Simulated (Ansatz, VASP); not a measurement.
# SiO2 in VASP and in Ansatz

```
Si O
1.0
     4.93792    0.00000    0.00000
    -2.46896    4.27637    0.00000
     0.00000    0.00000    5.65462
Si O
3 6
Direct
  0.00000 0.50000 0.33333
  0.50000 0.50000 0.66667
  0.50000 0.00000 0.00000
  0.58873 0.79437 0.83333
  0.79437 0.58873 0.50000
  0.79437 0.20563 0.16667
  0.41127 0.20563 0.83333
  0.20563 0.41127 0.50000
  0.20563 0.79437 0.16667
```

Change from the starting cell: biaxial strain in the a-b plane, c and atoms relaxed: -2.0 %.

Alike in both runs: functional LDA; k mesh 6 × 6 × 4; occupations gaussian, width 0.02 eV; no spin polarisation.

Ansatz relaxed the structure, and its values are those at the end. VASP's run is a single point on that final structure, the one shown.

|  | VASP | Ansatz |
| --- | --- | --- |
| version | VASP 6.6.1 | Ansatz 0.2.0 |
| potentials or method | VASP PAW LDA potentials, release 64 (Si, O) | scalar-relativistic, plane waves, PAW |
| plane-wave cutoff (eV) | 520 | 420 |
| valence electrons in the cell | 48 | 48 |

```tsv
	VASP	Ansatz	Ansatz less VASP
gap on the k mesh at the Fermi level (eV)	5.47	5.47	+0.003
least direct gap on the mesh (eV)	5.57	5.57	0.000
pressure (GPa)	2.5	1.9	-0.63
rms of the force components (eV/Å)	0.004	0.000	-0.0037
```

A k mesh can miss the band edges.
